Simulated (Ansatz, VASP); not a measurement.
# Ta in VASP and in Ansatz

Contents of INCAR:

```
ALGO = Normal
EDIFF = 1E-6
ENCUT = 520
GGA = PE
ISIF = 2
ISMEAR = -1
LASPH = T
LCHARG = T
LELF = T
LREAL = F
LVHAR = T
LWAVE = F
NBANDS = 12
NELM = 60
PREC = Accurate
SIGMA = 0.08
```

KPOINTS

```
k-points
0
Gamma
  17 17 17
```

POSCAR

```
Ta
1.0
   -1.6512800000      1.6512800000      1.6347672000
    1.6512800000     -1.6512800000      1.6347672000
    1.6512800000      1.6512800000     -1.6347672000
Ta
1
Direct
    0.0000000000      0.0000000000      0.0000000000
```

Input for Ansatz:

```yaml
crystal:
  lattice:
    - [-1.65128, 1.65128, 1.6347672]
    - [1.65128, -1.65128, 1.6347672]
    - [1.65128, 1.65128, -1.6347672]
  atoms:
    - { symbol: Ta, position: [0.0, 0.0, 0.0] }
kpoints:
  mp_grid: { grid: [17, 17, 17] }
  band_path:
    path:
      - [0.0, 0.0, 0.0]
      - [0.0, 0.0, 0.5]
      - [-0.5, 0.5, 0.5]
      - [0.0, 0.0, 0.0]
      - [0.495025, 0.495025, -0.495025]
      - [-0.495025, 0.504975, 0.495025]
      - [-0.5, 0.5, 0.5]
      - [0.0, 0.0, 0.5]
      - [0.25, 0.25, 0.25]
    npoints: 5
scf:
  occupations: { method: fermi_dirac, width: 0.08 }
hamiltonian:
  xc: pbe
  pseudopotentials: { kind: all_electron, lapw: { basis_error: 0.0005 } }
output:
  forces: true
  stress: true
  eigenvalues: true
```

Change from the starting cell: zz strain of -1 %.

Alike in both runs: task single point; functional PBE; k mesh 17 × 17 × 17; occupations fermi-dirac, width 0.08 eV; no spin polarisation.

```csv
,VASP,Ansatz
version,VASP 6.6.1,Ansatz 0.2.0
potentials or method,"VASP PAW PBE potentials, release 64 (Ta_pv)","all-electron LAPW, scalar-relativistic"
plane-wave cutoff (eV),520,see its input
```

```tsv
	VASP	Ansatz	Ansatz less VASP
pressure (GPa)	5.4	5.2	-0.22
largest component of the traceless stress (GPa)	0.73	0.73	+0.003
```

Ansatz ran all-electron here, so the differences hold the error of VASP's frozen core and of both bases.

The runs have no spin-orbit coupling, so splittings on Ta are missing.
